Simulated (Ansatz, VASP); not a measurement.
# Two plane-wave programs on KF

```
K F
1.0
     0.00000    2.65896    2.65896
     2.65896    0.00000    2.65896
     2.65896    2.65896    0.00000
K F
1 1
Cartesian
  0.0000 0.0000 0.0000
  2.6590 2.6590 2.6590
```

Alike in both runs: task single point; functional PBE; k mesh 4 × 4 × 4; no spin polarisation.

|  | VASP | Ansatz |
| --- | --- | --- |
| version | VASP 6.6.1 | Ansatz 0.2.0 |
| potentials or method | VASP PAW PBE potentials, release 64 (K_sv, F) | plane waves, PAW |
| plane-wave cutoff (eV) | 520 | 420 |
| occupations | gaussian, width 0.01 eV | fixed |
| valence electrons in the cell | 16 | 16 |

|  | VASP | Ansatz | Ansatz less VASP |
| --- | --- | --- | --- |
| gap on the k mesh at the Fermi level (eV) | 6.24 | 6.26 | +0.016 |

Caveats: the k mesh is coarse (spacing up to 0.51 Å⁻¹), so the values aren't converged. As with any semilocal functional, this PBE gap is likely too small.
